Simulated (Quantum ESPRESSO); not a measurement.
Cu, a slab with vacuum:

```
CELL_PARAMETERS angstrom
2.53076 0.00000 0.00000
-1.26538 2.19171 0.00000
0.00000 0.00000 25.32727
ATOMIC_POSITIONS crystal
Cu 0.66667 0.33333 0.29612
Cu 0.00000 0.00000 0.37767
Cu 0.33333 0.66667 0.45922
Cu 0.00000 0.00000 0.54078
Cu 0.66667 0.33333 0.62233
Cu 0.00000 0.00000 0.70388
```

The slab is cut from a database's or a generator's crystal, which needn't be the stable form of the element.

A sound run:

```yaml
Program: Quantum ESPRESSO 7.5
Task: work function
Functional: PBE
Potentials_or_basis: Ansatz NC SR PBE
Cutoff: 1252 eV
Density_cutoff: 5007 eV
k_mesh: 12 × 12 × 1
Occupations: fermi-dirac, width 0.05 eV
Spin: no spin polarisation
```

It gives largest force 0.153 eV/Å; band gap on the k mesh none (metal or under the smearing width).

**Question.** What do these careless settings give instead: cutoff 503 eV in place of 1252 eV; density cutoff 2014 eV in place of 5007 eV?

**Answer.** Largest force 2.236 eV/Å; band gap on the k mesh none (metal or under the smearing width). The run converged, but these numbers show the error of the settings and aren't properties of the slab.
